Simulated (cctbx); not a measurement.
## X-rays or neutrons for the lightest atoms?

Cell a = 6.0290 Å, b = 10.2500 Å, c = 9.1500 Å, α = 90.00°, β = 90.00°, γ = 90.00°; space group Cmc2_1 (no. 36); content Cu20 O32 H4. The heavier atoms are placed; H is still missing.

Simulated single-crystal data (cctbx): Mo Kα, λ = 0.71073 Å, to d = 0.8 Å, 95 % of the full sphere, strongest reflection 5000 counts, noise from counting, a 3 % proportional error and a noise floor of 2 counts (s.d.); no absorption.

Refinement without H (map in e/Å³):

```text
Rint 0.041, 637 unique reflections to 0.80 A
cycle     R1     wR2    GooF  max shift (A)
   1  0.1403  0.3000   6.054   0.05690
   2  0.0221  0.0482   0.972   0.00018
final R1 0.0221 wR2 0.0482 GooF 0.972  parameters 33  data/parameter 19.3
atom        x        y        z      Ueq    occ   su(xyz)  su(Uiso or U11)
Cu1    0.50000  0.16006  0.95791   0.0034  1.000  0.00011  0.0003
Cu2    0.50000  0.16372  0.33841   0.0054  1.000  0.00013  0.0003
Cu3    0.75861  0.08358  0.63414   0.0044  1.000  0.00009  0.0001
Cu4    0.50000  0.33549  0.62794   0.0071  1.000  0.00010  0.0002
O1     0.71384  0.75215  0.00460   0.0080  1.000  0.00068  0.0008
O2     0.50000  0.98870  0.99630   0.0073  1.000  0.00068  0.0012
O3     0.75596  0.08404  0.23154   0.0045  1.000  0.00073  0.0008
O4     0.50000  0.33232  0.24050   0.0032  1.000  0.00063  0.0012
O5     0.50000  0.16827  0.74163   0.0065  1.000  0.00070  0.0014
O6     0.50000  0.50641  0.01332   0.0036  1.000  0.00077  0.0010
difference map: max 1.05 min -0.59 rms 0.15
Q1    0.0000  0.0083  0.3961    4    1.06  1.08 A from O6
Q2    0.0773  0.1670  0.1380    8    0.52  0.48 A from Cu4
Q3    0.0000  0.2713  0.5633    4    0.51  1.19 A from Cu1
Q4    0.0000  0.3919  0.1665    4    0.51  0.92 A from O5
Q5    0.1159  0.0843  0.1408    8    0.46  1.09 A from Cu4
Q6    0.0000  0.2648  0.7086    4    0.45  1.04 A from O4
Q7    0.0899  0.3321  0.8307    8    0.44  0.55 A from Cu2
Q8    0.0000  0.2402  0.8151    4    0.43  1.01 A from Cu2
```

The data are simulated with cctbx, not measured: neutrons of λ = 1.17 Å, to d = 0.8 Å, 95 % of the full sphere, strongest reflection 5000 counts, noise from counting, a 3 % proportional error and a noise floor of 2 counts (s.d.); no absorption.

Refinement without H (map in fm/Å³; only maxima are listed):

```text
Rint 0.041, 637 unique reflections to 0.80 A
cycle     R1     wR2    GooF  max shift (A)
   1  0.1624  0.3567   7.332   0.04327
   3  0.0977  0.2246   4.618   0.00012
final R1 0.0978 wR2 0.2246 GooF 4.618  parameters 33  data/parameter 19.3
atom        x        y        z      Ueq    occ   su(xyz)  su(Uiso or U11)
Cu1    0.50000  0.15967  0.95713   0.0060  1.000  0.00058  0.0012
Cu2    0.50000  0.16278  0.33971   0.0095  1.000  0.00063  0.0013
Cu3    0.75809  0.08359  0.63382   0.0017  1.000  0.00059  0.0009
Cu4    0.50000  0.33526  0.62743   0.0023  1.000  0.00057  0.0010
O1     0.71445  0.75275  0.00374   0.0071  1.000  0.00084  0.0010
O2     0.50000  0.98934  0.99587   0.0040  1.000  0.00072  0.0015
O3     0.75947  0.08374  0.23148   0.0061  1.000  0.00088  0.0012
O4     0.50000  0.33174  0.24248   0.0132  1.000  0.00098  0.0020
O5     0.50000  0.16822  0.74121   0.0039  1.000  0.00084  0.0017
O6     0.50000  0.50586  0.01209   0.0096  1.000  0.00113  0.0014
difference map: max 2.78 min -13.40 rms 0.55
Q1    0.0000  0.9990  0.1949    4    2.86  1.67 A from O6
Q2    0.0000  0.4976  0.2837    4    2.15  1.74 A from O5
Q3    0.0000  0.1676  0.6204    4    1.81  1.12 A from O4
Q4    0.2454  0.0661  0.4103    8    1.63  1.65 A from O3
Q5    0.0000  0.3464  0.4733    4    1.57  0.16 A from Cu1
Q6    0.0000  0.1655  0.1187    4    1.46  0.08 A from Cu4
Q7    0.2533  0.2468  0.9018    8    1.43  0.96 A from O1
Q8    0.2572  0.0622  0.9149    8    1.42  1.80 A from O2
```

**Question.** Where is H, and which data fix it better?

H sits at (1/2, 0.4999, 0.4006). Adding it takes R1 from 0.022 to 0.021 with X-rays and from 0.098 to 0.023 with neutrons. Its largest coordinate s.u. is 0.01584 with X-rays and 0.00049 with neutrons, so neutrons fix it better in these data. In the X-ray map Q1 marks it. No listed neutron peak is on it. Natural H has a negative scattering length, so it shows as a hole in the neutron map (minimum -13.4), not among the maxima.

Final neutron refinement:

```text
Rint 0.041, 637 unique reflections to 0.80 A
cycle     R1     wR2    GooF  max shift (A)
   1  0.1276  0.2681   5.524   0.03741
   2  0.0231  0.0508   1.047   0.00009
final R1 0.0231 wR2 0.0508 GooF 1.047  parameters 36  data/parameter 17.7
atom        x        y        z      Ueq    occ   su(xyz)  su(Uiso or U11)
Cu1    0.50000  0.16012  0.95786   0.0037  1.000  0.00012  0.0003
Cu2    0.50000  0.16338  0.33838   0.0051  1.000  0.00013  0.0003
Cu3    0.75868  0.08355  0.63405   0.0043  1.000  0.00014  0.0002
Cu4    0.50000  0.33536  0.62769   0.0067  1.000  0.00013  0.0003
O1     0.71416  0.75272  0.00376   0.0077  1.000  0.00018  0.0002
O2     0.50000  0.98896  0.99555   0.0072  1.000  0.00018  0.0004
O3     0.75767  0.08406  0.23176   0.0050  1.000  0.00024  0.0003
O4     0.50000  0.33165  0.24085   0.0059  1.000  0.00021  0.0004
O5     0.50000  0.16891  0.74206   0.0062  1.000  0.00021  0.0004
O6     0.50000  0.50595  0.01421   0.0064  1.000  0.00024  0.0003
H1     0.50000  0.50013  0.40103   0.0169  1.000  0.00049  0.0005
difference map: max 0.50 min -0.45 rms 0.11
Q1    0.0000  0.2761  0.5772    4    0.51  1.27 A from Cu1
Q2    0.2284  0.2527  0.0658    8    0.47  0.57 A from O1
Q3    0.0000  0.1549  0.1923    4    0.42  0.60 A from Cu4
Q4    0.0000  0.4979  0.3236    4    0.35  1.58 A from O2
Q5    0.0000  0.0591  0.0435    4    0.32  0.61 A from O6
Q6    0.1127  0.0869  0.1349    8    0.32  1.05 A from Cu4
```

This is a model crystal, built by substitution and not relaxed, with assumed displacement parameters.

[Middle refinement cycles are left out of these outputs.]

[Logs are printed without paths, hosts, clocks, repeated set-up lines and the standing remarks that a program may print on its own settings, such as how far it seeks lower states.]
